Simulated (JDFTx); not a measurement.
Crystal: Cl.

```
CELL_PARAMETERS angstrom
3.14500 -2.25000 0.00000
3.14500 2.25000 0.00000
0.00000 0.00000 8.21000
ATOMIC_POSITIONS crystal
Cl 0.37000 0.63000 0.40000
Cl 0.13000 0.87000 0.90000
Cl 0.63000 0.37000 0.60000
Cl 0.87000 0.13000 0.10000
```

```yaml
Program: JDFTx 1.7.0 (patched build)
Task: relaxation of cell and atoms
Functional: PBEsol
Potentials_or_basis: PseudoDojo-SR-PBEsol-0.4.1-standard with smoothed tails
Cutoff: 789 eV
Density_cutoff: 6313 eV
k_mesh: 6 × 6 × 3
Occupations: fermi-dirac, width 0.05 eV
Spin: no spin polarisation
```

At the start: pressure -0.9 GPa; volume 29.05 Å³/atom.

Question: How do energy, volume and symmetry change on relaxing?

Answer: Over 39 steps the energy falls by 27.1 meV/atom and the volume is 26.39 Å³/atom (-9.1 %); space group Cmce (No. 64, to 0.05 Å).

Step by step:
```tsv
step	energy change (eV)	largest force (eV/Å)	pressure (GPa)	volume (Å³)
1	0.0000	0.1882	-0.93	116.19
2	-0.0022	0.1326	-0.79	116.09
3	-0.0067	0.1068	-0.50	115.73
4	-0.0110	0.1686	-0.32	115.29
5	-0.0229	0.3254	0.06	113.84
6	-0.0390	0.5291	0.70	110.49
7	-0.0405	0.5602	0.92	109.19
8	-0.0427	0.5131	1.02	107.89
9	-0.0524	0.1675	0.46	105.49
10	-0.0674	0.1350	-0.17	106.76
11	-0.0709	0.0580	-0.21	107.87
12	-0.0735	0.1302	0.00	107.85
13	-0.0792	0.1065	-0.07	107.40
14	-0.0891	0.1883	0.20	105.67
15	-0.0934	0.2056	0.77	100.50
16	-0.1008	0.1269	-0.05	101.67
17	-0.1036	0.1587	-0.26	102.62
18	-0.1044	0.1386	-0.21	102.63
19	-0.1054	0.0902	-0.06	102.48
20	-0.1060	0.0480	0.06	102.46
21	-0.1060	0.0267	0.10	102.79
22	-0.1055	0.0446	0.30	102.46
23	-0.1057	0.0333	0.26	102.49
24	-0.1059	0.0189	0.17	102.59
25	-0.1061	0.0222	0.12	102.71
26	-0.1064	0.0233	0.07	102.94
27	-0.1068	0.0195	0.03	103.28
28	-0.1072	0.0161	0.01	103.69
29	-0.1077	0.0085	0.00	104.33
30	-0.1080	0.0041	0.02	104.63
31	-0.1080	0.0038	0.03	104.66
32	-0.1081	0.0037	0.04	104.72
33	-0.1082	0.0050	0.04	104.85
34	-0.1083	0.0014	0.02	105.07
35	-0.1083	0.0007	0.02	105.16
36	-0.1084	0.0002	0.01	105.27
37	-0.1084	0.0027	0.00	105.45
38	-0.1084	0.0013	0.00	105.52
39	-0.1084	0.0007	0.00	105.57
```

Final structure:
```
CELL_PARAMETERS angstrom
3.39965 -1.94645 0.00000
3.39965 1.94645 0.00000
0.00000 0.00000 7.97692
ATOMIC_POSITIONS crystal
Cl 0.37261 0.62739 0.38879
Cl 0.12739 0.87261 0.88878
Cl 0.62739 0.37261 0.61121
Cl 0.87261 0.12739 0.11121
```

Caveat: the plane waves are those of the starting cell, so after so large a change of volume the result is rough.
